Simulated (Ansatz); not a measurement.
Consider NaBr in the rock salt structure (space group Fm-3m, No. 225; a = 5.948 Å). Axes: x, y, z lie along the cube axes.

Calculations: r2SCAN (Ansatz, an electronic-structure program; PAW; 500 eV plane waves; scalar-relativistic without spin-orbit coupling).

For the base:

| Property | Result |
|---|---|
| Band gap | 4.98 eV |
| Valence-band top at Γ | 0.00, 0.00, 0.00 eV |
| Pressure | 0.0 kbar |

Modification: the cell is stretched by 1.05 % along x with no lateral relaxation; the atoms relax in the strained cell.

Task: What happens to the band gap?

Result: The band gap decreases by 0.04 eV, from 4.98 eV to 4.94 eV.

Task: What happens to the valence-band top at Γ?

Result: The valence-band top at Γ (three highest levels, from the VBM) changes from 0.00, 0.00, 0.00 eV to 0.00, -0.01, -0.01 eV.

Task: Predict the new pressure.

Result: The pressure (mean of the normal stresses, compression positive) goes from zero to -2.2 kbar.

Stability against distortions was not tested.
